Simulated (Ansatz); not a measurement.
Al under changes of volume

One of the cells (16.603 Å³/atom); the others are scaled copies at fixed shape and fractional positions:

```
CELL_PARAMETERS angstrom
0.00000 2.02481 2.02481
2.02481 0.00000 2.02481
2.02481 2.02481 0.00000
ATOMIC_POSITIONS crystal
Al 0.00000 0.00000 0.00000
```

* Program: Ansatz 0.2.0
* Functional: LDA
* Potentials or basis: Ansatz PAW
* Cutoff: 420 eV (not typed: the program's choice for these potentials)
* k mesh: 11 × 11 × 11
* Occupations: fermi-dirac, width 0.05 eV
* Spin: no spin polarisation

```csv
volume (Å³/atom),energy over the lowest point (meV/atom),pressure (GPa)
15.607,0.62,1.2
15.939,0.00,-0.6
16.271,2.94,-2.2
16.603,9.06,-3.7
16.935,18.03,-4.9
17.267,29.51,-6.1
17.599,?,?
```

Task: What does the run at 17.599 Å³/atom give?

Result: Energy over the lowest point 43.22 meV/atom; pressure -7.1 GPa.

Worked out: A Birch-Murnaghan fit of order 3 (a polynomial in V^(-2/3)) to the other rows has its minimum at 15.83 Å³/atom with B0 = V·E''(V) = 85 GPa and B' = 4.5. It gives 43.25 meV/atom at 17.599 Å³/atom, against the run's 43.22, and -dE/dV = -7.1 GPa, against -7.1.

Energies are extrapolated to zero smearing.

Caveats: the PAW data sets come from PBE, with cores solved anew for the run's functional, which leaves a small shift of forces and pressure.
